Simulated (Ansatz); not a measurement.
Here is an Ansatz 0.2.0 calculation.

Contents of input.yaml:

```yaml
crystal:
  lattice:
    - [0.0, 2.955, 2.955]
    - [2.955, 0.0, 2.955]
    - [2.955, 2.955, 0.0]
  atoms:
    - { symbol: Pt, position: [0.0, 0.0, 0.0] }
    - { symbol: Al, position: [0.75, 0.75, 0.75] }
    - { symbol: Al, position: [0.25, 0.25, 0.25] }
hamiltonian:
  xc: pbe
  pseudopotentials: { kind: paw }
  dispersion: d3bjatm
kpoints:
  mp_grid: { grid: [8, 8, 8] }
scf:
  occupations: { method: fermi_dirac, width: 0.05 }
output:
  forces: true
  stress: true
  eigenvalues: true
relax:
  f_tol: 0.01
  max_steps: 40
  cell: { stress_tol: 0.05 }
```

Potentials or basis: Ansatz PAW.

Run with:

```sh
$ ansatz run input.yaml --threads 2 --pin off --max-ram 5632MiB --backend cpu --events-out ev --progress --plain --runs-dir out
```

Question: What does it give for the space group after relaxing (to 0.05 Å)?

Answer: Fm-3m (No. 225).

Question: Predict the relaxed cell.

Answer: a = 4.168 Å, b = 4.168 Å, c = 4.168 Å, α = 60.00°, β = 60.00°, γ = 60.00°.

Question: What does it give for the band gap on the k mesh?

Answer: None (metal or under the smearing width).

Question: What does it give for the relaxed volume?

Answer: 17.06 Å³/atom.

Step by step:
```
step  energy change (eV)  largest force (eV/Å)  volume (Å³)
   1              0.0000                0.0000        51.61
   2             -0.0015                0.0000        51.06
   3             -0.0016                0.0000        51.19
   4             -0.0015                0.0000        51.19
```

Caveat: the plane-wave basis is chosen anew once the cell has moved, so the energies of steps on either side of that aren't comparable; pairwise dispersion overbinds metals, which lowers pressure and volume. The run has no spin-orbit coupling, so splittings on Pt are missing.
